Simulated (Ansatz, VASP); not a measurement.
**Al: VASP beside Ansatz**

File INCAR:

```
ALGO = Normal
EDIFF = 1E-6
ENCUT = 520
GGA = PS
ISIF = 2
ISMEAR = -1
LASPH = T
LCHARG = F
LREAL = F
LWAVE = F
NBANDS = 8
NELM = 80
PREC = Accurate
SIGMA = 0.1
```

KPOINTS

```
k-points
0
Gamma
  22 22 22
```

The input POSCAR:

```
Al
1.0
    0.0000000000      1.9236213217      1.9236213217
    1.9236213217      0.0000000000      1.9236213217
    1.9236213217      1.9236213217      0.0000000000
Al
1
Direct
    0.0000000000      0.0000000000      0.0000000000
```

Input for Ansatz:

```yaml
crystal:
  lattice:
    - [0.0, 1.9236213217, 1.9236213217]
    - [1.9236213217, 0.0, 1.9236213217]
    - [1.9236213217, 1.9236213217, 0.0]
  atoms:
    - { symbol: Al, position: [0.0, 0.0, 0.0] }
hamiltonian:
  xc: pbesol
  pseudopotentials:
    kind: paw
    azcp:
      Al: "pseudopotentials/Al.paw.azcp"
basis:
  ecutwfc: 420
  fft_grid_basis: typed
kpoints:
  mp_grid: { grid: [22, 22, 22], shift: [0, 0, 0] }
magnetization:
  spin_polarized: false
scf:
  occupations: { method: fermi_dirac, width: 0.1 }
output:
  stress: true
```

Alike in both runs: task single point; functional PBEsol; k mesh 22 × 22 × 22; occupations fermi-dirac, width 0.1 eV; no spin polarisation.

|  | VASP | Ansatz |
| --- | --- | --- |
| version | VASP 6.6.1 | Ansatz 0.2.0 |
| potentials or method | VASP PAW PBE potentials, release 64 (Al) | plane waves (420 eV) with PAW, scalar-relativistic |
| plane-wave cutoff (eV) | 520 | 420 |
| valence electrons in the cell | 3 | 3 |

```csv
,VASP,Ansatz,Ansatz less VASP
pressure (GPa),14.2,14.0,-0.13
```

Ansatz warned: «pseudo_functional_mismatch».

Caveats: the PAW data sets were made with another functional, which shifts forces and pressure a little (VASP).
